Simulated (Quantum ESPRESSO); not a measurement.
# Pd (Fm-3m) in Quantum ESPRESSO: a series of runs

Runs on Pd. Level: PBE. Tasks: phonons.

All numbers are computed with Quantum ESPRESSO 7.5; they aren't measurements. Logs are shortened: lines on timing, memory, paths and dates and some standing lists are left out, and cuts for length are marked.

## (1) The structure

The structure is cubic, space group Fm-3m (No. 225). Conventional cell: a = 3.893 Å, b = 3.893 Å, c = 3.893 Å, α = 90.00°, β = 90.00°, γ = 90.00°. Pd (site symmetry m-3m) is surrounded by 12 Pd at 2.75 Å.

## (2) Phonons, PBE

pw.in

```
&CONTROL
  calculation = 'scf'
  prefix = 'pwscf'
  outdir = './tmp'
  pseudo_dir = './pseudo'
  tprnfor = .true.
  tstress = .true.
  disk_io = 'low'
/
&SYSTEM
  ibrav = 0
  nat = 1
  ntyp = 1
  ecutwfc = 45
  ecutrho = 360
  nbnd = 14
  occupations = 'smearing'
  smearing = 'mv'
  degauss = 0.01469973
/
&ELECTRONS
  conv_thr = 2d-10
  electron_maxstep = 120
  mixing_beta = 0.5
/
ATOMIC_SPECIES
Pd   106.4200 pd_pbe_v1.4.uspp.F.UPF
CELL_PARAMETERS angstrom
   0.0000000000    1.9465000000    1.9465000000
   1.9465000000    0.0000000000    1.9465000000
   1.9465000000    1.9465000000    0.0000000000
ATOMIC_POSITIONS crystal
Pd     0.0000000000    0.0000000000    0.0000000000
K_POINTS automatic
10 10 10 0 0 0
```

relax.in

```
&CONTROL
  calculation = 'vc-relax'
  prefix = 'pwscf'
  outdir = './tmp'
  pseudo_dir = './pseudo'
  tprnfor = .true.
  tstress = .true.
  disk_io = 'low'
  nstep = 40
  forc_conv_thr = 0.0001
  etot_conv_thr = 1d-06
/
&SYSTEM
  ibrav = 0
  nat = 1
  ntyp = 1
  ecutwfc = 45
  ecutrho = 360
  nbnd = 14
  occupations = 'smearing'
  smearing = 'mv'
  degauss = 0.01469973
/
&ELECTRONS
  conv_thr = 2d-10
  electron_maxstep = 120
  mixing_beta = 0.5
/
&IONS
  ion_dynamics = 'bfgs'
/
&CELL
  cell_dynamics = 'bfgs'
  press = 0
  press_conv_thr = 0.2
/
ATOMIC_SPECIES
Pd   106.4200 pd_pbe_v1.4.uspp.F.UPF
CELL_PARAMETERS angstrom
   0.0000000000    1.9465000000    1.9465000000
   1.9465000000    0.0000000000    1.9465000000
   1.9465000000    1.9465000000    0.0000000000
ATOMIC_POSITIONS crystal
Pd     0.0000000000    0.0000000000    0.0000000000
K_POINTS automatic
10 10 10 0 0 0
```

scf2.in

```
&CONTROL
  calculation = 'scf'
  prefix = 'pwscf'
  outdir = './tmp'
  pseudo_dir = './pseudo'
  tprnfor = .true.
  tstress = .true.
  disk_io = 'low'
/
&SYSTEM
  ibrav = 0
  nat = 1
  ntyp = 1
  ecutwfc = 45
  ecutrho = 360
  nbnd = 14
  occupations = 'smearing'
  smearing = 'mv'
  degauss = 0.01469973
/
&ELECTRONS
  conv_thr = 1d-13
  electron_maxstep = 120
  mixing_beta = 0.5
  startingpot = 'file'
  startingwfc = 'file'
/
ATOMIC_SPECIES
Pd   106.4200 pd_pbe_v1.4.uspp.F.UPF
CELL_PARAMETERS angstrom
   0.0000000000    1.9707902415    1.9707902415
   1.9707902415    0.0000000000    1.9707902415
   1.9707902415    1.9707902415    0.0000000000
ATOMIC_POSITIONS crystal
Pd     0.0000000000    0.0000000000    0.0000000000
K_POINTS automatic
10 10 10 0 0 0
```

ph.in

```
phonons of Pd
&INPUTPH
  prefix = 'pwscf'
  outdir = './tmp'
  tr2_ph = 1d-18
  fildyn = 'dyn'
  niter_ph = 90
  alpha_mix(1) = 0.4
/
0.3535533906 0.7071067812 -0.0000000000
```

Potentials or basis: GBRV 1.5 PBE.

Command:

```
$ OMP_NUM_THREADS=1 pw.x -in pw.in > pw.out
$ OMP_NUM_THREADS=1 pw.x -in relax.in > relax.out
$ OMP_NUM_THREADS=1 pw.x -in scf2.in > scf2.out
$ OMP_NUM_THREADS=1 ph.x -in ph.in > ph.out
```

pw.out:

```text
This program is part of the open-source Quantum ESPRESSO suite
     for quantum simulation of materials; please cite
[... 9 lines left out ...]
     --------------------
     sticks:   dense  smooth     PW     G-vecs:    dense   smooth      PW
     Sum         673     337    121                11575     4015     821

     Using Slab Decomposition

     bravais-lattice index     =            0
     lattice parameter (alat)  =       5.2020  a.u.
     unit-cell volume          =      99.5382 (a.u.)^3
     number of atoms/cell      =            1
     number of atomic types    =            1
     number of electrons       =        16.00
     number of Kohn-Sham states=           14
     kinetic-energy cutoff     =      45.0000  Ry
     charge density cutoff     =     360.0000  Ry
     scf convergence threshold =      2.0E-10
     mixing beta               =       0.5000
     number of iterations used =            8  plain     mixing
     Exchange-correlation=  SLA  PW   PBX  PBC
                           (   1   4   3   4   0   0   0)

     celldm(1)=   5.201975  celldm(2)=   0.000000  celldm(3)=   0.000000
     celldm(4)=   0.000000  celldm(5)=   0.000000  celldm(6)=   0.000000

[... 8 lines left out ...]
               b(3) = (  0.707107  0.707107 -0.707107 )

     PseudoPot. # 1 for Pd read from file:
     pd_pbe_v1.4.uspp.F.UPF
     Pseudo is Ultrasoft + core correction, Zval = 16.0
     Generated by new atomic code, or converted to UPF format
     Using radial grid of  887 points,  6 beta functions with:
                l(1) =   0
                l(2) =   0
                l(3) =   1
                l(4) =   1
                l(5) =   2
                l(6) =   2
     Q(r) pseudized with  8 coefficients,  rinner =    1.130   1.130   1.130
                                                       1.130   1.130

     atomic species   valence    mass     pseudopotential
     Pd               16.00   106.42000     Pd( 1.00)

     48 Sym. Ops., with inversion, found

   Cartesian axes

     site n.     atom                  positions (alat units)
         1        Pd     tau(   1) = (   0.0000000   0.0000000   0.0000000  )

     number of k points=    47  Marzari-Vanderbilt smearing, width (Ry)=  0.0147
                       cart. coord. in units 2pi/alat
        k(    1) = (   0.0000000   0.0000000   0.0000000), wk =   0.0020000
        k(    2) = (   0.0707107   0.0707107  -0.0707107), wk =   0.0160000
        k(    3) = (   0.1414214   0.1414214  -0.1414214), wk =   0.0160000
        k(    4) = (   0.2121320   0.2121320  -0.2121320), wk =   0.0160000
        k(    5) = (   0.2828427   0.2828427  -0.2828427), wk =   0.0160000
        k(    6) = (  -0.3535534  -0.3535534   0.3535534), wk =   0.0080000
[... 39 lines left out ...]
        k(   46) = (  -0.0707107  -0.3535534   0.6363961), wk =   0.0480000
        k(   47) = (  -0.7071068   0.2828427   0.0000000), wk =   0.0240000

     Dense  grid:    11575 G-vectors     FFT dimensions: (  32,  32,  32)

     Smooth grid:     4015 G-vectors     FFT dimensions: (  24,  24,  24)

     Initial potential from superposition of free atoms

     starting charge      15.5000, renormalised to      16.0000

     negative rho (up, down):  7.841E-02 0.000E+00
     Starting wfcs are   12 randomized atomic wfcs +    2 random wfcs

     Self-consistent Calculation

     iteration #  1     ecut=    45.00 Ry     beta= 0.50
     Davidson diagonalization with overlap
     ethr =  1.00E-02,  avg # of iterations =  4.6

     negative rho (up, down):  7.843E-02 0.000E+00

     total energy              =    -198.37052478 Ry
     estimated scf accuracy    <       1.09572807 Ry

     iteration #  2     ecut=    45.00 Ry     beta= 0.50
     Davidson diagonalization with overlap
     ethr =  6.85E-03,  avg # of iterations =  2.0

     negative rho (up, down):  7.897E-02 0.000E+00

     total energy              =    -198.67202312 Ry
     estimated scf accuracy    <       0.14679180 Ry

     iteration #  3     ecut=    45.00 Ry     beta= 0.50
     Davidson diagonalization with overlap
     ethr =  9.17E-04,  avg # of iterations =  2.0

     negative rho (up, down):  7.939E-02 0.000E+00

     total energy              =    -198.70233647 Ry
     estimated scf accuracy    <       0.00132110 Ry

     iteration #  4     ecut=    45.00 Ry     beta= 0.50
     Davidson diagonalization with overlap
     ethr =  8.26E-06,  avg # of iterations =  2.4

     negative rho (up, down):  7.950E-02 0.000E+00

     total energy              =    -198.70247099 Ry
     estimated scf accuracy    <       0.00002974 Ry

     iteration #  5     ecut=    45.00 Ry     beta= 0.50
     Davidson diagonalization with overlap
     ethr =  1.86E-07,  avg # of iterations =  2.2

     negative rho (up, down):  7.964E-02 0.000E+00

     total energy              =    -198.70247590 Ry
     estimated scf accuracy    <       0.00000124 Ry

     iteration #  6     ecut=    45.00 Ry     beta= 0.50
     Davidson diagonalization with overlap
     ethr =  7.74E-09,  avg # of iterations =  1.8

     negative rho (up, down):  7.963E-02 0.000E+00

     total energy              =    -198.70247611 Ry
     estimated scf accuracy    <       0.00000002 Ry

     iteration #  7     ecut=    45.00 Ry     beta= 0.50
     Davidson diagonalization with overlap
     ethr =  9.43E-11,  avg # of iterations =  2.0

     negative rho (up, down):  7.963E-02 0.000E+00

     total energy              =    -198.70247611 Ry
     estimated scf accuracy    <          8.6E-10 Ry

     iteration #  8     ecut=    45.00 Ry     beta= 0.50
     Davidson diagonalization with overlap
     ethr =  5.38E-12,  avg # of iterations =  1.7

     negative rho (up, down):  7.963E-02 0.000E+00

     End of self-consistent calculation

          k = 0.0000 0.0000 0.0000 (   531 PWs)   bands (ev):

   -30.9324 -30.9324 -30.9324  11.5704  15.8950  15.8950  15.8950  17.5079
    17.5079  36.6337  41.4050  41.4050  41.4050  46.0054

          k = 0.0707 0.0707-0.0707 (   531 PWs)   bands (ev):

   -30.9723 -30.9380 -30.9380  11.9292  15.7780  16.0138  16.0138  17.4572
    17.4572  36.9128  39.2184  41.7504  41.7504  46.5892

          k = 0.1414 0.1414-0.1414 (   516 PWs)   bands (ev):

   -31.0760 -30.9528 -30.9528  12.8335  15.6641  16.1946  16.1946  17.4930
    17.4930  35.2353  37.7748  42.4978  42.4978  45.1331

          k = 0.2121 0.2121-0.2121 (   510 PWs)   bands (ev):

   -31.2026 -30.9710 -30.9710  13.4951  16.1160  16.1160  16.4346  17.9230
    17.9230  31.5048  37.1247  42.3836  42.3836  45.4617

          k = 0.2828 0.2828-0.2828 (   498 PWs)   bands (ev):

   -31.3038 -30.9856 -30.9856  13.4985  15.9291  15.9291  18.3794  18.4729
    18.4729  27.9424  36.2158  41.0442  41.0442  45.7397

          k =-0.3536-0.3536 0.3536 (   502 PWs)   bands (ev):

   -31.3422 -30.9913 -30.9913  13.4362  15.8472  15.8472  18.7152  18.7152
    19.7399  26.0684  35.8558  40.4163  40.4163  45.9548

          k = 0.1414-0.0000 0.0000 (   524 PWs)   bands (ev):

   -30.9711 -30.9471 -30.9471  12.0493  15.6387  16.1146  16.1146  17.2478
    17.6126  37.0984  39.8362  40.8400  40.8400  48.0757

          k = 0.2121 0.0707-0.0707 (   511 PWs)   bands (ev):

   -31.0481 -30.9646 -30.9582  12.7929  15.3932  16.3151  16.3528  17.1397
    17.7358  36.5920  37.9380  40.2980  41.5908  46.0453

          k = 0.2828 0.1414-0.1414 (   513 PWs)   bands (ev):

   -31.1635 -30.9839 -30.9764  13.6334  15.5481  16.1187  16.3906  17.8102
    18.0936  32.9651  37.5162  39.7509  42.0269  45.4173

          k = 0.3536 0.2121-0.2121 (   510 PWs)   bands (ev):
[... 74 lines left out ...]
          k =-0.1414-0.5657 0.5657 (   506 PWs)   bands (ev):

   -31.2715 -31.1110 -31.0533  13.9606  14.4618  16.8587  17.5922  18.8381
    22.5843  28.9633  32.3189  34.6933  39.3970  45.5307

          k =-0.0707-0.4950 0.4950 (   507 PWs)   bands (ev):

   -31.2519 -31.1650 -31.0405  14.2275  14.9337  16.3136  17.3632  18.5066
    25.3150  26.3474  30.8645  36.0265  38.9438  49.0062

          k =-0.0000-0.4243 0.4243 (   512 PWs)   bands (ev):

   -31.2296 -31.1688 -31.0170  14.6581  15.4147  15.6544  17.0969  17.9549
    23.1744  29.2861  30.2585  38.2524  38.6514  46.8964

          k = 0.5657-0.0000 0.0000 (   496 PWs)   bands (ev):

   -31.2847 -31.0713 -31.0713  13.5581  13.8158  18.5653  18.6061  18.6061
    20.2298  31.9692  33.1150  33.1150  40.0906  40.2458

          k =-0.0707-0.6364 0.6364 (   498 PWs)   bands (ev):

   -31.3014 -31.0982 -31.0769  13.5431  13.8260  18.2259  18.4068  18.9232
    22.4073  30.1891  31.1348  32.8647  40.0957  41.9610

          k = 0.0000-0.5657 0.5657 (   494 PWs)   bands (ev):

   -31.2765 -31.1466 -31.0651  13.8077  14.2586  17.2657  18.0490  18.7381
    24.8290  28.1873  29.6098  33.9573  39.6551  45.4319

          k =-0.7071 0.0000 0.0000 (   492 PWs)   bands (ev):

   -31.3200 -31.0858 -31.0858  13.3413  13.6313  18.6866  19.0321  19.0321
    22.0914  29.5193  32.1571  32.1571  40.3385  40.3466

          k = 0.2828 0.1414 0.0000 (   508 PWs)   bands (ev):

   -31.1145 -31.0031 -30.9686  13.5926  15.1055  16.2106  16.7490  17.1475
    18.2135  35.5511  36.2809  40.2560  40.5413  46.1418

          k = 0.3536 0.2121-0.0707 (   514 PWs)   bands (ev):

   -31.2031 -31.0384 -30.9863  14.2166  15.3035  15.8250  16.7899  17.7130
    19.3350  32.0496  35.4526  38.3805  41.6059  45.0231

          k =-0.2828-0.4243 0.5657 (   510 PWs)   bands (ev):

   -31.2772 -31.0590 -31.0053  14.1477  15.4660  16.1925  16.6317  18.3841
    21.1014  28.3313  35.2439  36.9771  40.6020  45.7456

          k =-0.2121-0.3536 0.4950 (   508 PWs)   bands (ev):

   -31.3057 -31.0653 -31.0137  14.0843  15.3338  16.4596  16.7142  18.6128
    22.6639  26.0803  35.3666  36.3405  39.8874  46.1918

          k = 0.4243 0.1414-0.0000 (   507 PWs)   bands (ev):

   -31.2074 -31.0529 -31.0199  14.2593  14.5200  16.2917  17.6620  17.8794
    19.3855  33.6558  34.1742  36.2982  40.8023  43.2897

          k =-0.2121-0.4950 0.6364 (   501 PWs)   bands (ev):

   -31.2528 -31.0938 -31.0369  14.3063  14.7710  16.0607  17.4870  18.4674
    21.4932  30.0634  33.6835  34.4938  41.0581  45.1441

          k =-0.1414-0.4243 0.5657 (   505 PWs)   bands (ev):

   -31.2673 -31.1284 -31.0416  14.4257  14.9728  16.0237  17.1711  18.6355
    24.1385  26.7512  32.9580  34.2865  40.7147  46.4706

          k =-0.0707-0.3536 0.4950 (   508 PWs)   bands (ev):

   -31.2524 -31.1405 -31.0284  14.7462  15.0278  15.7678  17.1064  18.3017
    23.3846  27.9774  31.9175  35.5255  41.1449  45.5856

          k = 0.0000-0.2828 0.4243 (   511 PWs)   bands (ev):

   -31.2306 -31.1049 -31.0058  15.0177  15.0438  15.3546  17.2628  17.6912
    21.1556  31.5300  31.7666  36.9470  42.6019  43.6271

          k =-0.1414-0.5657 0.7071 (   505 PWs)   bands (ev):

   -31.2741 -31.0931 -31.0676  13.8721  14.0754  17.2182  18.3402  18.6012
    21.7397  31.6844  32.0890  32.3585  41.1195  42.4273

          k =-0.0707-0.4950 0.6364 (   501 PWs)   bands (ev):

   -31.2667 -31.1403 -31.0717  14.0256  14.3977  16.7213  17.8805  18.8460
    24.4299  28.7169  30.5196  32.5644  41.2529  45.4972

          k = 0.0000-0.4243 0.5657 (   503 PWs)   bands (ev):

   -31.2202 -31.1984 -31.0551  14.3792  14.9356  16.0009  17.4687  18.6014
    25.8829  27.2092  29.7080  33.9234  41.1544  47.1350

          k =-0.7071 0.1414 0.0000 (   498 PWs)   bands (ev):

   -31.2979 -31.1085 -31.0869  13.6410  13.9125  17.7917  18.3222  19.0327
    23.6633  29.4330  31.2213  31.3536  41.2411  42.4474

          k =-0.1414-0.4243 0.7071 (   503 PWs)   bands (ev):

   -31.2438 -31.1502 -31.0594  14.5462  14.8331  15.7302  17.6167  18.5913
    23.8405  29.8219  30.3625  32.8087  43.6215  44.1611

          k =-0.0707-0.3536 0.6364 (   510 PWs)   bands (ev):

   -31.2252 -31.1836 -31.0713  14.5379  15.1505  15.5033  17.3960  18.8231
    26.4695  26.8796  30.8065  31.6609  43.5132  45.2976

          k =-0.7071 0.2828 0.0000 (   506 PWs)   bands (ev):

   -31.2398 -31.1674 -31.0887  14.2687  14.7438  16.0812  17.5777  19.0339
    26.3126  29.0091  29.2603  30.5017  43.5577  46.6786

     the Fermi energy is    18.7509 ev

!    total energy              =    -198.70247611 Ry
     estimated scf accuracy    <          1.2E-10 Ry
     smearing contrib. (-TS)   =       0.00038206 Ry
     internal energy E=F+TS    =    -198.70285817 Ry

     The total energy is F=E-TS. E is the sum of the following terms:
     one-electron contribution =     -43.27621459 Ry
     hartree contribution      =      35.49354944 Ry
     xc contribution           =     -31.37527693 Ry
     ewald contribution        =    -159.54491609 Ry

     convergence has been achieved in   8 iterations

     negative rho (up, down):  7.963E-02 0.000E+00

     Forces acting on atoms (cartesian axes, Ry/au):

     atom    1 type  1   force =     0.00000000    0.00000000    0.00000000

     Total force =     0.000000     Total SCF correction =     0.000000

     Computing stress (Cartesian axis) and pressure

     negative rho (up, down):  7.963E-02 0.000E+00
          total   stress  (Ry/bohr**3)                   (kbar)     P=       71.45
   0.00048572   0.00000000   0.00000000           71.45        0.00        0.00
   0.00000000   0.00048572   0.00000000            0.00       71.45        0.00
   0.00000000   0.00000000   0.00048572            0.00        0.00       71.45

=------------------------------------------------------------------------------=
   JOB DONE.
=------------------------------------------------------------------------------=
```

Wall time 2.7 min (1 thread of Arm Neoverse V2, shared host); peak memory 0.1 GiB.

Results:

| Item | Value |
| --- | --- |
| Free energy | -2703.4981 eV |
| Relaxed volume | 15.31 Å³/atom |
| Relaxed cell | a = 2.787 Å, b = 2.787 Å, c = 2.787 Å, α = 60.00°, β = 60.00°, γ = 60.00° |
| Space group after relaxing (to 0.05 Å) | Fm-3m (No. 225) |
| Pressure after relaxing | 0.0 GPa |
| Band gap on the k mesh | none (metal or under the smearing width) |
| Highest phonon frequency at the q point run | 187 cm⁻¹ |

The path:
```
step  energy change (eV)  largest force (eV/Å)  pressure (GPa)  volume (Å³)
   1              0.0000                0.0000            7.15        14.75
   2             -0.0119                0.0000            0.19        15.29
   3             -0.0120                0.0000            0.01        15.31
```

Final structure:
```xyz
1
Lattice="0.0000 1.9708 1.9708 1.9708 0.0000 1.9708 1.9708 1.9708 0.0000" Properties=species:S:1:pos:R:3 pbc="T T T"
Pd    0.0000    0.0000    0.0000
```

Phonon frequencies in cm⁻¹ (negative: imaginary):
| q point | frequencies |
| --- | --- |
| (0.500, 0.250, 0.750) | 127 187 187 |

Phonon modes at q = (0.500, 0.250, 0.750) in reciprocal lattice units:
```tsv
mode	symmetry	cm⁻¹
1	B_2	127
2	E	187
3	E	187
```

Caveat: the mesh is thin for the phonons of a metal; the q point doesn't lie on the k mesh, which can shift a metal's frequencies strongly unless the mesh is converged.

[end of part 1 of 3]
